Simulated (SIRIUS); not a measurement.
The system is MnO.

```
CELL_PARAMETERS angstrom
0.00000 2.22391 2.22391
2.22391 0.00000 2.22391
2.22391 2.22391 0.00000
ATOMIC_POSITIONS crystal
Mn 0.00000 0.00000 0.00000
O 0.50000 0.50000 0.50000
```

The cell is a database's computed one.

Base run:

* Program: SIRIUS 7.10.0
* Functional: HTBS
* Potentials or basis: PseudoDojo 0.4.1 PBE standard (scalar relativistic)
* Cutoff: 1307 eV
* Density cutoff: 5227 eV
* k mesh: 7 × 7 × 7
* Occupations: fermi-dirac, width 0.05 eV
* Spin: collinear spin, ferromagnetic start
* Starting moments: [4.0, 0.0] μB

Its results: band gap on the k mesh none (metal or under the smearing width); pressure -1.5 GPa; net moment 4.87 μB per cell.

Task: After a change of settings the same cell gave: band gap on the k mesh none (metal or under the smearing width); pressure -16.6 GPa; net moment 4.59 μB per cell. Which change was it?
A. functional from HTBS to PBEsol; libxc names from ["XC_GGA_X_HTBS", "XC_GGA_C_PBE"] to ["XC_GGA_X_PBE_SOL", "XC_GGA_C_PBE_SOL"]
B. functional from HTBS to xPBE; libxc names from ["XC_GGA_X_HTBS", "XC_GGA_C_PBE"] to ["XC_GGA_X_XPBE", "XC_GGA_C_XPBE"]
C. functional from HTBS to LDA; libxc names from ["XC_GGA_X_HTBS", "XC_GGA_C_PBE"] to ["XC_LDA_X", "XC_LDA_C_PW"]
D. functional from HTBS to revPBE; libxc names from ["XC_GGA_X_HTBS", "XC_GGA_C_PBE"] to ["XC_GGA_X_PBE_R", "XC_GGA_C_PBE"]

Result: C.

Caveats: the potentials were made for another functional, which shifts forces and pressure; a cell with one magnetic atom can't hold antiferromagnetic order, which such compounds often take; semilocal functionals often make such compounds metallic where correlation or magnetic order opens a gap, which also shifts bond lengths.

Not every run made on this cell is shown here.
